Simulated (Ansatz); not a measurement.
Infrared modes and screening in CaO (NiAs type)

Perturbation theory with PBEsol in Ansatz 0.2.0 on the PBEsol cell, ground state and force constants on a 9×9×4 mesh. Simulation only: spin-unpolarised, and no claim that this is the phase found in nature.

The symmetry is P6_3/mmc (No. 194, hexagonal); conventional cell a = 3.301 Å, c = 5.788 Å, 13.65 Å³ an atom. Around Ca lie 6 O at 2.39 Å; around O lie 6 Ca at 2.39 Å.

```xyz
4
Lattice="3.3007 0.0000 0.0000 -1.6504 2.8585 0.0000 0.0000 0.0000 5.7880" Properties=species:S:1:pos:R:3 pbc="T T T"
Ca    0.0000    0.0000    0.0000
Ca    0.0000    0.0000    2.8940
O     0.0000    1.9057    1.4470
O     1.6504    0.9528    4.3410
```

Optical modes without the longitudinal term:

| ω (cm⁻¹) | degeneracy | IR intensity, summed over the level ((D/Å)²/amu) |
| --- | --- | --- |
| 83 | 2 | 0.00 |
| 253 | 2 | 44.40 |
| 265 | 1 | 24.25 |
| 282 | 2 | 0.00 |
| 398 | 1 | 0.00 |
| 471 | 1 | 0.00 |

All optical modes at Γ are real, from 83 to 471 cm⁻¹ without the longitudinal term; this says nothing of other wave vectors. With the long-range field the highest mode reaches 556 cm⁻¹. Of the real levels 2 are infrared active, the strongest at 253 cm⁻¹.

The clamped-ion dielectric constant comes out as 3.81 along x and y, 3.97 along z. With the ions relaxed, ε⁰ is 17.3 along x and y, 17.4 along z. Born charges, averaged over directions: Ca +2.38, O -2.38 e.

For comparison, on the r2SCAN cell the mean ε∞ is 3.54 with r2SCAN (ground state on 9×9×4; least gap 4.41 eV in its run on 12×12×4 and the special points), 3.80 with PBE (ground state on 9×9×4; least gap 3.85 eV in its run on 12×12×4 and the special points).
